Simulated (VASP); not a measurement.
Runs of VASP 6.6.1 on YN. It takes space group Fm-3m (No. 225, cubic). Conventional cell: a = 4.897 Å, b = 4.897 Å, c = 4.897 Å, α = 90.00°, β = 90.00°, γ = 90.00°. Y (site symmetry m-3m) is surrounded by 6 N at 2.45 Å. N (site symmetry m-3m) has 6 Y at 2.45 Å as nearest neighbours. The cell comes from a database or a generator and needn't be the stable form of this composition.

| task | level | potentials or basis | cell | cutoff (eV) | gap on the mesh (eV) | pressure (GPa) | relaxed volume (Å³/atom) |
| --- | --- | --- | --- | --- | --- | --- | --- |
| single point | PBEsol | VASP PAW PBE potentials, release 64 (Y_sv, N) | as given | 520 | (a) | (b) | - |
| relaxation of cell and atoms | PBEsol | VASP PAW PBE potentials, release 64 (Y_sv, N) | relaxed | 580 | 0.07 | 0.0 | 14.30 |
| relaxation of cell and atoms | PBEsol | VASP PAW PBE potentials, release 64 (Y_sv, N_s) | relaxed | 480 | 0.08 | 0.0 | 14.30 |
| relaxation of cell and atoms | LDA | VASP PAW LDA potentials, release 64 (Y_sv, N) | relaxed | 600 | 0.01 | 0.0 | 14.00 |
| relaxation of cell and atoms | RPBE | VASP PAW PBE potentials, release 64 (Y_sv, N) | relaxed | 600 | 0.29 | 0.0 | 15.05 |

Alike in all rows: no spin polarisation; k mesh 12 × 12 × 12; smearing gaussian 0.1 eV.

Task: Fill in the values left out.

Result: (a) 0.12; (b) -4.2.

Caveats: the PAW data sets were made with another functional, which shifts forces and pressure a little (some runs).

A k mesh can miss the band edges, and the runs leave out spin-orbit coupling on Y.

Runs at the PBE level aren't shown here.
